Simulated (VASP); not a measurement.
Level of theory: LDA (Ceperley-Alder, Perdew-Zunger), VASP's LDA PAW potentials (set 64) (plane waves; VASP).

The input files of a VASP run:

POSCAR:
```
Li2O
1
    0.0000000000     2.2489519115     2.2489519115
    2.2489519115     0.0000000000     2.2489519115
    2.2489519115     2.2489519115     0.0000000000
Li O
2 1
Direct
  0.2500000000   0.2500000000   0.2500000000
  0.7500000000   0.7500000000   0.7500000000
  0.0000000000   0.0000000000   0.0000000000
```

File KPOINTS:
```
Automatic mesh
0
Gamma
  10 10 10
```

### INCAR
```
# general
SYSTEM=Li2O
PREC  =Accurate
ENCUT =520
LREAL =.FALSE.
LASPH =.TRUE.

# electronic loop
EDIFF =1E-7   # SCF stop (eV)
NELM  =100   # most electronic steps
ALGO  =Normal   # blocked Davidson

# smearing
ISMEAR=-5   # tetrahedra, Bloechl

# ions
ISIF  =2

# output
LWAVE =.FALSE.
LCHARG=.TRUE.
LORBIT=11   # lm-projected
NEDOS =601   # DOS grid

# other
LEFG  =.TRUE.
```

POTCAR, in this order: Li_sv O (LDA.64 set). Program: vasp_std.

Output

**OUTCAR**
```
 ion  position               nearest neighbor table
   1  0.250  0.250  0.250-   3 1.95   3 1.95   3 1.95   3 1.95   2 2.25   2 2.25   2 2.25   2 2.25
                             2 2.25   2 2.25
   2  0.750  0.750  0.750-   3 1.95   3 1.95   3 1.95   3 1.95   1 2.25   1 2.25   1 2.25   1 2.25
                             1 2.25   1 2.25
   3  0.000  0.000  0.000-   2 1.95   2 1.95   2 1.95   1 1.95   2 1.95   1 1.95   1 1.95   1 1.95
  LATTYP: Found a face centered cubic cell.
 ALAT       =     4.4979038230
 Subroutine PRICEL returns:
 Original cell was already a primitive cell.
 Subroutine GETGRP returns: Found 48 space group operations
The static configuration has the point symmetry O_h .
The dynamic configuration has the point symmetry O_h .
 Subroutine INISYM returns: Found 48 space group operations
 Subroutine IBZKPT returns following result:
 Found     47 irreducible k-points:

 Following reciprocal coordinates:
            Coordinates               Weight
  0.000000  0.000000  0.000000      1.000000
  0.100000  0.000000  0.000000      8.000000
  0.200000  0.000000  0.000000      8.000000
  0.300000  0.000000  0.000000      8.000000
  0.400000  0.000000  0.000000      8.000000
  0.500000  0.000000  0.000000      4.000000
...
```

**OSZICAR**
```
       N       E                     dE             d eps       ncg     rms          rms(c)
DAV:   1     0.410693220657E+02    0.41069E+02   -0.62931E+03   940   0.130E+03
DAV:   2    -0.123040388654E+02   -0.53373E+02   -0.51556E+02  1068   0.241E+02
DAV:   3    -0.174636621099E+02   -0.51596E+01   -0.51423E+01  1740   0.632E+01
DAV:   4    -0.175026182841E+02   -0.38956E-01   -0.38946E-01  1202   0.690E+00
DAV:   5    -0.175028985351E+02   -0.28025E-03   -0.28023E-03  1442   0.432E-01    0.729E+00
DAV:   6    -0.158250812173E+02    0.16778E+01   -0.90412E+00   944   0.194E+01    0.278E+00
DAV:   7    -0.157728622961E+02    0.52219E-01   -0.22757E-01  1056   0.415E+00    0.142E+00
DAV:   8    -0.157492221574E+02    0.23640E-01   -0.60238E-02  1100   0.275E+00    0.316E-01
DAV:   9    -0.157483841276E+02    0.83803E-03   -0.65182E-03  1294   0.774E-01    0.101E-01
DAV:  10    -0.157485043933E+02   -0.12027E-03   -0.29243E-04  1070   0.174E-01    0.536E-02
DAV:  11    -0.157484714194E+02    0.32974E-04   -0.51740E-05  1104   0.925E-02    0.882E-03
DAV:  12    -0.157484708028E+02    0.61654E-06   -0.27016E-06  1396   0.194E-02    0.104E-03
DAV:  13    -0.157484707888E+02    0.14058E-07   -0.30508E-07   988   0.562E-03
   1 F= -.15748471E+02 E0= -.15748471E+02  d E =0.000000E+00
```

OUTCAR:
```
------------------------ aborting loop because EDIFF is reached ----------------------------------------
  FORCE on cell =-STRESS in cart. coord.  units (eV):
  Direction    XX          YY          ZZ          XY          YZ          ZX
  --------------------------------------------------------------------------------------
  Total       -0.0298052     -0.0298052     -0.0298052      0.0000000      0.0000000      0.0000000
  in kB       -2.0990926     -2.0990926     -2.0990926      0.0000000      0.0000000      0.0000000
  external PRESSURE =      -2.0990926 kB  Pullay stress =       0.0000000 kB
  volume of cell :       22.75
      direct lattice vectors                 reciprocal lattice vectors
     0.000000000  2.248951911  2.248951911    -0.222325785  0.222325785  0.222325785
     2.248951911  0.000000000  2.248951911     0.222325785 -0.222325785  0.222325785
     2.248951911  2.248951911  0.000000000     0.222325785  0.222325785 -0.222325785
 POSITION                                       TOTAL-FORCE (eV/Angst)
 -----------------------------------------------------------------------------------
      1.12448      1.12448      1.12448         0.000000      0.000000      0.000000
      3.37343      3.37343      3.37343        -0.000000     -0.000000     -0.000000
      0.00000      0.00000      0.00000        -0.000000      0.000000     -0.000000
 -----------------------------------------------------------------------------------
    total drift:                               -0.000000      0.000000      0.000000
  FREE ENERGIE OF THE ION-ELECTRON SYSTEM (eV)
  ---------------------------------------------------
  free  energy   TOTEN  =       -15.7484707888 eV

  energy  without entropy=      -15.7484707888  energy(sigma->0) =      -15.74847079

 total charge

# of ion       s       p       d       tot
------------------------------------------
    1        2.041   0.122   0.000   2.163
    2        2.041   0.122   0.000   2.163
    3        1.523   3.510   0.000   5.033
--------------------------------------------------
tot          5.605   3.754   0.000   9.359

 Electric field gradients after diagonalization (V/A^2)
 (convention: |V_zz| > |V_xx| > |V_yy|)
----------------------------------------------------------------------
 ion       V_xx      V_yy      V_zz     asymmetry (V_yy - V_xx)/ V_zz
----------------------------------------------------------------------
   1      -0.004    -0.004     0.009       0.000
   2      -0.004    -0.004     0.009       0.000
   3      -0.001    -0.001     0.003       0.000
```
(Selected blocks of OUTCAR.)

The compound is Li2O in the antifluorite structure. It was relaxed first, which changed the volume by -8 %.
